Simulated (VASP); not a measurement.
**VASP 6.6.1 run: AlN**

INCAR

```
ALGO = Normal
LREAL = .FALSE.
ENCUT = 520
NSW = 0
ISMEAR = 0
IBRION = -1
METAGGA = R2SCAN
ISIF = 2
SIGMA = 0.01
LCHARG = .FALSE.
LASPH = .TRUE.
PREC = Medium
EDIFF = 1E-5
LWAVE = .FALSE.
NBANDS = 11
NELM = 120
```

KPOINTS

```
KPOINTS created by Atomic Simulation Environment
0
Gamma
10 10 10
0 0 0
```

POSCAR

```
Al N
 1.0000000000000000
     0.0000000000000000    2.0390571366999999    2.0390571366999999
     2.0390571366999999    0.0000000000000000    2.0390571366999999
     2.0390571366999999    2.0390571366999999    0.0000000000000000
 Al  N
   1   1
Cartesian
  0.0000000000000000  0.0000000000000000  0.0000000000000000
  2.0390571366999994  2.0390571366999994  2.0390571366999994
```

The recommended PBE PAW datasets give the neutral cell 8 valence electrons.

Command

```
mpirun -np 1 vasp_std
```

Problem. Predict the outcome of this run.

Solution. It converged. Results: gap between bands v and c on the k mesh 5.23 eV; least direct gap on the k mesh 6.13 eV; pressure -8.6 GPa. Band v is the last that the valence electrons fill when counted band by band, and c is the next.

OSZICAR

```
N       E                     dE             d eps       ncg     rms          rms(c)
DAV:   1     0.540141374340E+01    0.54014E+01   -0.42485E+03  1066   0.639E+02
DAV:   2    -0.217469327382E+02   -0.27148E+02   -0.25775E+02  1261   0.145E+02
DAV:   3    -0.225387727816E+02   -0.79184E+00   -0.79060E+00  1257   0.228E+01
DAV:   4    -0.225421373243E+02   -0.33645E-02   -0.33644E-02  1163   0.162E+00
DAV:   5    -0.225421698046E+02   -0.32480E-04   -0.32480E-04  1214   0.149E-01    0.777E+00
DAV:   6    -0.188026164913E+02    0.37396E+01   -0.55694E+00  1097   0.124E+01    0.341E+00
DAV:   7    -0.188637708085E+02   -0.61154E-01   -0.36531E-01  1184   0.430E+00    0.201E+00
DAV:   8    -0.188821795664E+02   -0.18409E-01   -0.39221E-02  1109   0.150E+00    0.321E-01
DAV:   9    -0.188818456904E+02    0.33388E-03   -0.18164E-03  1172   0.275E-01    0.110E-01
DAV:  10    -0.188819980560E+02   -0.15237E-03   -0.27203E-04  1142   0.132E-01    0.564E-02
DAV:  11    -0.188820052002E+02   -0.71442E-05   -0.46033E-05  1088   0.391E-02
   1 F= -.18882005E+02 E0= -.18882005E+02  d E =-.311555-108
```

For comparison, a separate r²SCAN run of the intended cell, on usual settings and not on those above, gives a gap of 5.23 eV on its mesh and a pressure of -8.6 GPa.
